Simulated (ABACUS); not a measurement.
# In (P6_3/mmc) in ABACUS: reference runs, part 2 of 2

ABACUS 3.10.1. Earlier steps stand in the parts before.

## Step 3: Single point, PBE (atoms moved at random, drawn with an rms of 0.05 Å)

The input, INPUT:

```
INPUT_PARAMETERS
suffix              In
calculation         scf
basis_type          pw
pseudo_dir          ./
symmetry            1
dft_functional      pbe
ecutwfc             71
pseudo_rcut         10
nspin               1
nbands              17
ks_solver           dav
smearing_method     fd
smearing_sigma      0.00367493
scf_thr             1e-08
scf_nmax            100
mixing_type         broyden
mixing_beta         0.7
cal_force           1
cal_stress          1
kpar                4
```

The input, STRU:

```
ATOMIC_SPECIES
In 114.8180 In.upf

LATTICE_CONSTANT
1.8897261246

LATTICE_VECTORS
3.3354847820 0.0000000000 0.0000000000
-1.6677423910 2.8886145552 0.0000000000
0.0000000000 0.0000000000 5.5091429200

ATOMIC_POSITIONS
Direct

In
0.0
2
0.6700150000 0.3359070000 0.7490450000 1 1 1
0.3203740000 0.6802210000 0.2562600000 1 1 1
```

The input, KPT:

```
K_POINTS
0
Gamma
9 9 5 0 0 0
```

Potentials or basis: PseudoDojo NC SR 0.4.1 PBE standard, plane waves.

Command:

```console
OMP_NUM_THREADS=1 mpirun -np 4 abacus > log
```

running log:

```text
ABACUS v3.10.1

               Atomic-orbital Based Ab-initio Computation at UStc

 ------------------------------------------------------------------------------------

 READING GENERAL INFORMATION
                           global_out_dir = OUT.In/
                           global_in_card = INPUT
                               pseudo_dir = ./
                              orbital_dir =
                                    DSIZE = 4
                                    GSIZE = 1

 READING UNITCELL INFORMATION
                                    ntype = 1
                  lattice constant (Bohr) = 1.88973
              lattice constant (Angstrom) = 1

 READING ATOM TYPE 1
                               atom label = In
                      L=0, number of zeta = 1
                      L=1, number of zeta = 1
                      L=2, number of zeta = 1
             number of atom for this type = 2

                        TOTAL ATOM NUMBER = 2
DIRECT COORDINATES
    atom                   x                   y                   z     mag                  vx                  vy                  vz
taud_In1            0.6700150000        0.3359070000        0.7490450000  0.0000        0.0000000000        0.0000000000        0.0000000000
taud_In2            0.3203740000        0.6802210000        0.2562600000  0.0000        0.0000000000        0.0000000000        0.0000000000

                          Volume (Bohr^3) = 358.203
                             Volume (A^3) = 53.0801

 Lattice vectors: (Cartesian coordinate: in unit of a_0)
             +3.33548                  +0                  +0
             -1.66774            +2.88861                  +0
                   +0                  +0            +5.50914
 Reciprocal vectors: (Cartesian coordinate: in unit of 2 pi/a_0)
            +0.299806           +0.173093                  -0
                   -0           +0.346187                  -0
                   +0                  -0           +0.181516
 The esolver type has been set to : ksdft_pw

                PAO radial cut off (Bohr) = 10

 Read in pseudopotential file is In.upf
                     pseudopotential type = NC
          exchange-correlation functional = PBE
                 nonlocal core correction = 1
                        valence electrons = 13
                                     lmax = 2
                           number of zeta = 3
                     number of projectors = 6
                           L of projector = 0
                           L of projector = 0
                           L of projector = 1
                           L of projector = 1
                           L of projector = 2
                           L of projector = 2
     initial pseudo atomic orbital number = 18

 SETUP THE ELECTRONS NUMBER
            electron number of element In = 13
      total electron number of element In = 26
            AUTOSET number of electrons:  = 26
                           occupied bands = 13
                                   NBANDS = 17
                                   NLOCAL = 18

%%%%%%%%%%%%%%%%%%%%%%%%%%%%%%%%%%%%%%%%%%%%%%%%%%%%%%%%%%%%%%%%%%%%%%%%%%%%%%%%%%%%%%%%%%%%%%%%%%%%%%%%%%
 Warning: the number of valence electrons in pseudopotential > 3 for In: [Kr] 4d10 5s2 5p1
 Pseudopotentials with additional electrons can yield (more) accurate outcomes, but may be less efficient.
 If you're confident that your chosen pseudopotential is appropriate, you can safely ignore this warning.
%%%%%%%%%%%%%%%%%%%%%%%%%%%%%%%%%%%%%%%%%%%%%%%%%%%%%%%%%%%%%%%%%%%%%%%%%%%%%%%%%%%%%%%%%%%%%%%%%%%%%%%%%%

 SETUP THE PLANE WAVE BASIS
 energy cutoff for charge/potential (unit:Ry) = 284
            fft grid for charge/potential = [ 36, 36, 60 ]
                        fft grid division = [ 1, 1, 1 ]
        big fft grid for charge/potential = [ 36, 36, 60 ]
[... 84 lines left out ...]
       5  0.44444444  0.00000000  0.00000000  0.0049       4
       6  0.00000000  0.11111111  0.00000000  0.0049       9
[... 22 lines left out ...]
      29  0.44444444 -0.33333333  0.00000000  0.0049      32
      30 -0.33333333  0.33333333  0.00000000  0.0049      33
[... 173 further k points ...]

                               nkstot now = 203
[... K-POINTS DIRECT COORDINATES: 203 rows ...]

           k-point number in this process = 51
       minimum distributed K point number = 50
[... stars of the k points ...]

[... K-POINTS CARTESIAN COORDINATES: 51 rows ...]

[... K-POINTS DIRECT COORDINATES: 51 rows ...]

 SETUP PLANE WAVES FOR WAVE FUNCTIONS
     energy cutoff for wavefunc (unit:Ry) = 71
              fft grid for wave functions = [ 36, 36, 60 ]
                    number of plane waves = 4867
                         number of sticks = 241

 PARALLEL PW FOR WAVE FUNCTIONS
     PROC   COLUMNS(POT)             PW
        1            241           4867
 --------------- sum -------------------
        1            241           4867

 SETUP NONLOCAL PSEUDOPOTENTIALS IN PLANE WAVE BASIS
 In non-local projectors:
 projector 1 L=0
 projector 2 L=0
 projector 3 L=1
 projector 4 L=1
 projector 5 L=2
 projector 6 L=2
      TOTAL NUMBER OF NONLOCAL PROJECTORS = 36

 Init Non-Local PseudoPotential table :
 Init Non-Local-Pseudopotential done.

                                     npwx = 3681

 Make real space PAO into reciprocal space.
       max mesh points in Pseudopotential = 1001
     dq(describe PAO in reciprocal space) = 0.01
                                    max q = 1015

 number of pseudo atomic orbitals for In is 3
WARNING: norm of atomic wavefunction # 2 of atomic type In is 0.999992, renormalized
WARNING: norm of atomic wavefunction # 3 of atomic type In is 0.998067, renormalized

 -------------------------------------------
 SELF-CONSISTENT
 -------------------------------------------
                                 init_chg = atomic

 PW ALGORITHM --------------- ION=   1  ELEC=   1--------------------------------
 Notice: Threshold on eigenvalues was too large.
 hsover_error=0.26 > DRHO=0.0117527
 Origin diag ethr = 0.01
 New diag ethr = 4.52028e-05

 Density error is 0.0120893240231
                          Error Threshold = 4.52027874216e-05
----------------------------------------------------------
     Energy           Rydberg                 eV
----------------------------------------------------------
 E_KohnSham     -265.8041951025      -3616.4516056982
 E_Harris       -267.0453464826      -3633.3383365480
 E_Fermi        0.7714943755         10.4967194821
----------------------------------------------------------
[... 63 lines left out ...]
 Density error is 2.0843691277e-10
                          Error Threshold = 1.68864681941e-10
----------------------------------------------------------
     Energy           Rydberg                 eV
----------------------------------------------------------
 E_KohnSham     -265.8066520457      -3616.4850341249
 E_KS(sigma->0) -265.8061519059      -3616.4782293736
 E_Harris       -265.8066354425      -3616.4848082273
 E_band         -3.3001270636        -44.9005321884
 E_one_elec     -68.0099381902       -925.3226800140
 E_Hartree      55.4887208269        754.9627779766
 E_xc           -80.1394602414       -1090.3532939279
 E_Ewald        -173.1449741613      -2355.7582286569
 E_entropy(-TS) -0.0010002796        -0.0136095026
 E_descf        0.0000000000         0.0000000000
 E_exx          0.0000000000         0.0000000000
 E_Fermi        0.7641991110         10.3974623158
----------------------------------------------------------

 charge density convergence is achieved
 final etot is -3616.4850341 eV
 EFERMI = 10.397462316 eV

 STATE ENERGY(eV) AND OCCUPATIONS    NSPIN == 1
 1/51 kpoint (Cartesian) = 0.0000 0.0000 0.0000 (3681 pws)
       1       -4.37598     0.00493827
       2       -4.32358     0.00493827
       3       -4.29618     0.00493827
       4       -4.29053     0.00493827
       5       -4.26830     0.00493827
       6       -4.26593     0.00493827
[... 9 lines left out ...]
      16        20.3295    2.66059e-89
[... 82 lines left out ...]
       4       -4.26106     0.00987654
       5       -4.25440     0.00987654
       6       -4.23681     0.00987654
[... 9 lines left out ...]
      16        19.3048    4.23376e-80
      17        20.5362        0.00000

[... levels at 45 further k points ...]

------------------------------------------------------------------------------------------
 TOTAL-FORCE (eV/Angstrom)
------------------------------------------------------------------------------------------
                       In1        -0.0159515810         0.0064936787         0.1147151502
                       In2         0.0159515810        -0.0064936787        -0.1147151502
------------------------------------------------------------------------------------------

----------------------------------------------------------------
 TOTAL-STRESS (KBAR)
----------------------------------------------------------------
        14.9505047657         1.7606651712        -0.1800495111
         1.7606651712        16.5920428969         0.0684578516
        -0.1800495111         0.0684578516        13.0774358519
----------------------------------------------------------------
 TOTAL-PRESSURE: 14.873328 KBAR

 --------------------------------------------
 !FINAL_ETOT_IS -3616.4850341248979930 eV
 --------------------------------------------
```

Wall time 57 s (4 MPI ranks of Intel Xeon Platinum 8488C (Sapphire Rapids), shared host); peak memory 0.56 GiB.

Results:

```yaml
Free_energy: -3616.4850 eV
Pressure: 1.5 GPa
Largest_force: 0.116 eV/Å
Band_gap_on_the_k_mesh: none (metal or under the smearing width)
```

Forces on the atoms (eV/Å):
```
In  -0.016  0.006  0.115
In   0.016 -0.006 -0.115
```

Stress tensor (GPa, compression positive):
```
 1.50  0.18 -0.02
 0.18  1.66  0.01
-0.02  0.01  1.31
```
